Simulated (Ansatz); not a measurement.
## Computed against measured: atomisation enthalpy at 298 K

8 molecules with two or more fluorines; the atomisation enthalpy at 298 K in kJ/mol, computed less measured. Shapes, held fixed at every level: PBE0-D4/def2-TZVP. Flexible molecules stand in one conformer, not always the lowest. Thermal terms are harmonic and unscaled (PBE0-D4/def2-TZVP); the spin-orbit lowering of the free atoms is taken from their spectra. Programs: Ansatz 0.2.0. Measured values: Active Thermochemical Tables, CRC Handbook of Chemistry and Physics, NIST-JANAF tables.

Levels: A = HF/3-21G; B = HF/def2-SVP; C = PBE0-D4/def2-TZVPP; D = MP2/def2-TZVPP.

```csv
molecule,from tabulated heats,A,B,C,D
AsF3 (arsenic trifluoride),1326,-660,-598,-10,+41
PF3 (phosphorus trifluoride),1513,-908,-649,-40,+8
B(OH)F2 (difluorohydroxyborane),2280,-726,-565,-7,+59
CHBrF2 (bromodifluoromethane),1630,-734,-568,+13,+27
CHF3 (trifluoromethane),1869,-769,-589,+3,+37
C2HClF2 (SMILES FC(F)=CCl),2247,-947,-715,+72,+66
"C2H3F3 (1,1,1-trifluoroethane)",3070,-1068,-857,+20,+26
"C2H4F2 (1,2-difluoroethane)",2915,-995,-804,+6,-13
```

(1) Which level does best on this set, which worst, and which err to one side?

Answers

(1) 
```tsv
level	kind	mean error	mean absolute error	worst case
HF/3-21G	Hartree–Fock	-850.9	850.9	C2H3F3
HF/def2-SVP	Hartree–Fock	-668.1	668.1	C2H3F3
PBE0-D4/def2-TZVPP	global hybrid	+7.1	21.4	C2HClF2
MP2/def2-TZVPP	perturbation theory	+31.4	34.6	C2HClF2
```

On this set PBE0-D4/def2-TZVPP has the smallest mean absolute error and HF/3-21G the largest. HF/3-21G is too low in 8 of 8; HF/def2-SVP is too low in 8 of 8; MP2/def2-TZVPP is too high in 7 of 8. The heats of C2H3F3 come from older tables and can be uncertain by 10 kJ/mol or more. Heats of the atoms come from ATcT where it has them, that of boron, 570 kJ/mol, from recent work. The levels differ in basis as well as in method. The tabulated values of AsF3, B(OH)F2, C2HClF2 are in doubt (older tables, estimates, or at odds with other calculations) and kept here. Over the 5 molecules whose values aren't doubted the mean absolute errors are A 894.8; B 693.4; C 16.4; D 22.2. Hartree–Fock lacks correlation and underbinds. Correlated wave functions converge slowly with the basis. Relativity is left out for As, Br. Outer-core shells of As, Br are correlated, in sets that cover them unevenly. The set is small.

The Hartree–Fock deficit reflects electron pairing: forming bonds from open-shell atoms creates opposite-spin pairs whose correlation the mean field omits, and compact fluorine lone pairs add to it. The largest absolute errors fall on the ethanes, which have many bonds, but PF3 loses more than half its binding at HF/3-21G. It also gains most on going to def2-SVP, probably because d functions on phosphorus let the strongly polar P–F bonds polarise.

MP2 mostly overbinds, with 1,2-difluoroethane the exception. Basis incompleteness normally lowers atomisation energies, so the excess probably comes from second-order theory overestimating pair correlation, and a larger basis would likely increase it. PBE0's small mean error owes much to cancellation between positive and negative deviations. Its lead over MP2 is not uniform either, since PF3 reverses the order. For C2HClF2, the similar overshoots of +72 and +66 from two quite different treatments of correlation suggest that much of the discrepancy lies in the reference heat, though a shared error can't be excluded.
